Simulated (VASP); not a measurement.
# Sn in VASP: one cell, several levels of theory, part 2 of 2

VASP 6.6.1, plane waves, PAW. Earlier steps stand in the parts before.

## (3) r2SCAN

INCAR

```
ENCUT = 520.000000
SIGMA = 0.020000
EDIFF = 1.00e-07
ALGO = Normal
METAGGA = R2SCAN
PREC = Accurate
IBRION = -1
ISIF = 2
ISMEAR = -1
NBANDS = 21
NELM = 120
NSW = 0
LASPH = .TRUE.
LCHARG = .FALSE.
LWAVE = .FALSE.
LREAL = .FALSE.
```

KPOINTS

```
KPOINTS created by Atomic Simulation Environment
0
Gamma
6 6 6
0 0 0
```

KPOINTS_OPT

```
special points
7
Reciprocal
0.0000000000 0.0000000000 0.0000000000 1
0.5000000000 0.0000000000 0.5000000000 1
0.6250000000 0.2500000000 0.6250000000 1
0.3750000000 0.3750000000 0.7500000000 1
0.5000000000 0.5000000000 0.5000000000 1
0.5000000000 0.2500000000 0.7500000000 1
0.0000000000 0.0000000000 0.5000000000 1
```

POSCAR

```
Sn
 1.0000000000000000
     0.0000000000000000    3.2844597802000002    3.4486827693000000
     3.2844597802000002    0.0000000000000000    3.4486827693000000
     3.2844597802000002    3.2844597802000002    0.0000000000000000
 Sn
   2
Cartesian
  0.0000000000000000  0.0000000000000000  0.0000000000000000
  1.6422298901000001  1.6422298901000001  1.7243413846500000
```

Started as:

```sh
$ mpirun -np 1 vasp_std
```

Standard output, without the iteration lines:

```text
POSCAR found type information on POSCAR Sn
 POSCAR found :  1 types and       2 ions
 -----------------------------------------------------------------------------
|                                                                             |
|                                                                             |
|     You enforced a specific xc type in the INCAR file but a different       |
|     I HOPE YOU KNOW WHAT YOU ARE DOING!                                     |
|                                                                             |
 -----------------------------------------------------------------------------

 LDA part: xc-table for (None), standard interpolation
 POSCAR, INCAR and KPOINTS ok, starting setup
 FFT: planning ... GRIDC
 FFT: planning ... GRID_SOFT
 FFT: planning ... GRID
 WAVECAR not read
 entering main loop
 Start KPOINTS_OPT (optional k-point list driver)
k-point batch [1-7\7]
```

OSZICAR:

```text
N       E                     dE             d eps       ncg     rms          rms(c)
DAV:   1     0.183488890349E+03    0.18349E+03   -0.14758E+04  1275   0.189E+03
DAV:   2    -0.279683743932E+02   -0.21146E+03   -0.20693E+03  1265   0.443E+02
DAV:   3    -0.527636141459E+02   -0.24795E+02   -0.24652E+02  1470   0.143E+02
DAV:   4    -0.536267472575E+02   -0.86313E+00   -0.86278E+00  1445   0.299E+01
DAV:   5    -0.536648604043E+02   -0.38113E-01   -0.38112E-01  1933   0.574E+00    0.439E+00
DAV:   6    -0.494272775054E+02    0.42376E+01   -0.10960E+00  1350   0.165E+01    0.219E+00
DAV:   7    -0.494265301219E+02    0.74738E-03   -0.47174E-02  1600   0.196E+00    0.968E-01
DAV:   8    -0.494300664149E+02   -0.35363E-02   -0.17130E-02  1668   0.773E-01    0.960E-02
DAV:   9    -0.494301411123E+02   -0.74697E-04   -0.34961E-03  1665   0.884E-01    0.429E-02
DAV:  10    -0.494301780209E+02   -0.36909E-04   -0.13081E-04  1574   0.103E-01    0.174E-02
DAV:  11    -0.494301754146E+02    0.26063E-05   -0.11452E-04  1725   0.139E-01    0.152E-02
DAV:  12    -0.494301751254E+02    0.28923E-06   -0.32667E-06  1623   0.164E-02    0.720E-03
DAV:  13    -0.494301725189E+02    0.26065E-05   -0.38490E-06  1710   0.282E-02    0.678E-04
DAV:  14    -0.494301724703E+02    0.48600E-07   -0.82636E-08   964   0.306E-03
   1 F= -.49430172E+02 E0= -.49429962E+02  d E =-.420870E-03
       N       E                     dE             ncg
DAV:   1     0.914362641536E+03   -0.56040E+04      299
DAV:   2    -0.629848855573E+03   -0.15442E+04      299
DAV:   3    -0.811729125710E+03   -0.18188E+03      329
DAV:   4    -0.817997624268E+03   -0.62685E+01      354
DAV:   5    -0.818281844115E+03   -0.28422E+00      424
DAV:   6    -0.818288428216E+03   -0.65841E-02      371
DAV:   7    -0.818288591204E+03   -0.16299E-03      439
DAV:   8    -0.818288594278E+03   -0.30738E-05      387
DAV:   9    -0.818288594354E+03   -0.76016E-07      255
```

From OUTCAR:

```text
k-points           NKPTS =     30   k-points in BZ     NKDIM =     30   number of bands    NBANDS=     21

   NELECT =      28.0000    total number of electrons

   dimension x,y,z NGX =    36 NGY =   36 NGZ =   36
   dimension x,y,z NGXF=    72 NGYF=   72 NGZF=   72

  energy-cutoff  :      520.00
  volume of cell :       74.41
      direct lattice vectors                 reciprocal lattice vectors
     0.000000000  3.284459780  3.448682769    -0.152232036  0.152232036  0.144982892
     3.284459780  0.000000000  3.448682769     0.152232036 -0.152232036  0.144982892
     3.284459780  3.284459780  0.000000000     0.152232036  0.152232036 -0.144982892

 k-points in reciprocal lattice and weights: KPOINTS created by Atomic Simulation Env
   0.00000000  0.00000000  0.00000000       0.005
   0.16666667  0.00000000  0.00000000       0.037
   0.33333333 -0.00000000  0.00000000       0.037
   0.50000000  0.00000000  0.00000000       0.019
   0.16666667  0.16666667  0.00000000       0.009
   0.33333333  0.16666667  0.00000000       0.037
   0.50000000  0.16666667  0.00000000       0.037
  -0.33333333  0.16666667  0.00000000       0.037
[... 22 more k-points ...]

 E-fermi :   4.6281

 k-point     1 :       0.0000    0.0000    0.0000
  band No.  band energies     occupation
      1     -17.5384      2.00000
      2     -17.5384      2.00000
      3     -17.5239      2.00000
      4     -17.4800      2.00000
      5     -17.4771      2.00000
      6     -17.2390      2.00000
      7     -17.2210      2.00000
      8     -17.2140      2.00000
      9     -17.2140      2.00000
     10     -17.2046      2.00000
     11      -5.8473      2.00000
     12       3.7242      2.00000
     13       4.4952      1.99740
     14       4.8333      0.00007
     15       4.8334      0.00007
     16       6.8605      0.00000
     17       6.8605      0.00000
     18       7.0790      0.00000
     19      10.0219      0.00000
     20      12.3566      0.00000
     21      12.9235      0.00000

 k-point     2 :       0.1667    0.0000    0.0000
  band No.  band energies     occupation
      1     -17.5522      2.00000
      2     -17.5425      2.00000
      3     -17.5278      2.00000
      4     -17.4589      2.00000
      5     -17.4586      2.00000
      6     -17.2519      2.00000
      7     -17.2490      2.00000
      8     -17.2228      2.00000
      9     -17.1944      2.00000
     10     -17.1887      2.00000
     11      -5.5895      2.00000
     12       1.7577      2.00000
     13       4.1841      2.00000
     14       4.4359      1.99987
     15       5.1796      0.00000
     16       7.4249      0.00000
     17       7.4647      0.00000
     18       8.0805      0.00000
     19      11.0587      0.00000
     20      11.6494      0.00000
     21      12.0643      0.00000

 k-point     3 :       0.3333   -0.0000    0.0000
  band No.  band energies     occupation
      1     -17.5675      2.00000
      2     -17.5531      2.00000
      3     -17.5180      2.00000
      4     -17.4359      2.00000
      5     -17.4332      2.00000
      6     -17.2701      2.00000
      7     -17.2674      2.00000
      8     -17.2363      2.00000
      9     -17.1871      2.00000
     10     -17.1709      2.00000
     11      -4.8865      2.00000
     12      -0.4496      2.00000
     13       3.6242      2.00000
     14       3.9374      2.00000
     15       4.8207      0.00013
     16       7.9501      0.00000
     17       8.0354      0.00000
     18      10.3468      0.00000
     19      11.1416      0.00000
     20      12.2346      0.00000
     21      12.3225      0.00000

 k-point     4 :       0.5000    0.0000    0.0000
  band No.  band energies     occupation
      1     -17.5725      2.00000
      2     -17.5561      2.00000
      3     -17.5122      2.00000
      4     -17.4287      2.00000
      5     -17.4247      2.00000
      6     -17.2760      2.00000
      7     -17.2721      2.00000
      8     -17.2424      2.00000
      9     -17.1861      2.00000
     10     -17.1652      2.00000
     11      -4.3000      2.00000
     12      -1.5665      2.00000
     13       3.4095      2.00000
     14       3.7519      2.00000
     15       4.6501      0.50062
     16       7.9810      0.00000
     17       8.1296      0.00000
     18      10.6988      0.00000
     19      13.1332      0.00000
     20      13.3454      0.00000
     21      13.5422      0.00000

 k-point     5 :       0.1667    0.1667    0.0000
  band No.  band energies     occupation
      1     -17.5525      2.00000
      2     -17.5525      2.00000
      3     -17.5392      2.00000
      4     -17.4597      2.00000
      5     -17.4297      2.00000
      6     -17.2982      2.00000
      7     -17.2378      2.00000
      8     -17.1952      2.00000
      9     -17.1952      2.00000
     10     -17.1853      2.00000
     11      -5.5159      2.00000
     12       1.4990      2.00000
     13       3.8546      2.00000
     14       3.8546      2.00000
     15       6.4367      0.00000
     16       6.4553      0.00000
     17       8.3090      0.00000
     18       8.3090      0.00000
     19      10.3951      0.00000
     20      11.3857      0.00000
     21      13.4543      0.00000

 k-point     6 :       0.3333    0.1667    0.0000
  band No.  band energies     occupation
      1     -17.5710      2.00000
      2     -17.5672      2.00000
      3     -17.5233      2.00000
      4     -17.4364      2.00000
      5     -17.3962      2.00000
      6     -17.3297      2.00000
      7     -17.2628      2.00000
      8     -17.2112      2.00000
      9     -17.1742      2.00000
     10     -17.1670      2.00000
     11      -4.9523      2.00000
     12      -0.1216      2.00000
     13       2.9466      2.00000
     14       3.3859      2.00000
     15       6.3425      0.00000
     16       7.2256      0.00000
     17       8.9762      0.00000
     18       9.1256      0.00000
     19      11.4035      0.00000
     20      12.5700      0.00000
     21      13.2834      0.00000

[... the tables of k-points 7 to 30 left out ...]

  Total       -0.6014266     -0.6014266     -1.4287813      0.0000000      0.0000000      0.0000000
  in kB      -12.9503671    -12.9503671    -30.7655868      0.0000000      0.0000000      0.0000000
  external PRESSURE =     -18.8887737 kB  Pullay stress =       0.0000000 kB

 POSITION                                       TOTAL-FORCE (eV/Angst)
 -----------------------------------------------------------------------------------
      0.00000      0.00000      0.00000         0.000000      0.000000      0.000000
      1.64223      1.64223      1.72434        -0.000000     -0.000000      0.000000
 -----------------------------------------------------------------------------------
    total drift:                                0.000000      0.000000      0.000000

  FREE ENERGIE OF THE ION-ELECTRON SYSTEM (eV)
  ---------------------------------------------------
  free  energy   TOTEN  =       -49.4301724703 eV

  energy  without entropy=      -49.4297516004  energy(sigma->0) =      -49.42996204
```

Run time: 2.1 min. Hardware: 1 MPI rank of Intel Xeon Platinum 8488C, shared host; peak memory 0.23 GiB.

The levels at the points of KPOINTS_OPT are read from vasprun.xml.

Levels at the named points, in eV from the top of band v (v: the last filled band by count, c: the next):

```tsv
point	v−1	v	c	c+1
Γ	-0.34	0.00	0.00	2.03
X	-2.60	-2.60	0.78	0.78
U	-3.33	-2.26	1.02	3.14
K	-3.34	-2.00	1.34	3.62
L	-1.42	-1.08	-0.18	3.15
W	-3.02	-3.02	3.38	3.38
```

r2SCAN: no gap; the band counted as the lowest empty one dips 0.18 eV below the top of the last filled one. Pressure: -1.89 GPa; the forces vanish within 0.01 eV/Å.

## (4) Results

This closing draws on all 2 parts.

| level | gap (eV) | pressure (GPa) |
| --- | --- | --- |
| PBE | -0.38 | -0.32 |
| r2SCAN | -0.18 | -1.89 |

A negative gap is an overlap of bands.

No gap over 0.02 eV opens at any of these levels. Spin-orbit coupling is left out, though the cell holds Sn (Z = 50); in an element this heavy it can shift bands and gaps by tenths of an eV. The pressure is highest with PBE (-0.3 GPa) and lowest with r2SCAN (-1.9 GPa), which orders the cells that they would relax to.
